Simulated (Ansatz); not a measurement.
Formation energy of GaN

Method: PBE, scalar-relativistic; no spin polarisation; PAW, 420 eV, 12×12×8 k-mesh, Gaussian smearing of 0.05 eV; code Ansatz. The datasets are Ansatz's generated set soft_2.

The chain of runs began from a cell as deposited in COD, expanded in volume. Of that entry: the entry's cell lengths or inner coordinates differ somewhat from later room-temperature determinations.

It takes space group P6_3mc (No. 186, hexagonal). Conventional cell: a = 3.218 Å, b = 3.218 Å, c = 5.243 Å, α = 90.00°, β = 90.00°, γ = 120.00°. Ga (site symmetry 3m) has 4 N at 1.97 to 1.98 Å as nearest neighbours. Around N (site symmetry 3m) lie 4 Ga at 1.97 to 1.98 Å. (Shells end 15 % past the nearest neighbour.)

The elements were computed in their standard states (gases as isolated molecules) with the same datasets, cutoff and functional. Total energies depend on the potentials used, so only differences within one code and one set of settings carry meaning.

Energy of the relaxed cell (4 atoms, smearing extrapolated to zero): -8335.838 eV. Elements, in eV/atom: Ga -3783.021, N -384.013.

Q: What is the formation energy?

A: [-8335.838 − (2 × -3783.021 + 2 × -384.013)] / 4 = -0.44 eV/atom, or -43 kJ per mole of atoms.

The value is for 0 K, without zero-point energy and without any correction for the binding of gas molecules. The functional's error in the binding of N₂ enters directly. A negative value shows stability against the elements alone, not against other compounds or structures.

Bader charges against formal ones: Ga +1.55 (+3), N −1.55 (−3). The cations give up 52 % of the formal charge; Bader charges stay under formal ones because the anions' density reaches into the cations' basins, the more so the higher the formal charge and the softer the anion.

Formal charges Ga³⁺, N³⁻ balance and leave closed shells on every ion, so a band insulator is expected, and the gap is 1.71 eV.

Kohn–Sham gaps of semilocal functionals lie under measured ones, often by a third or more.
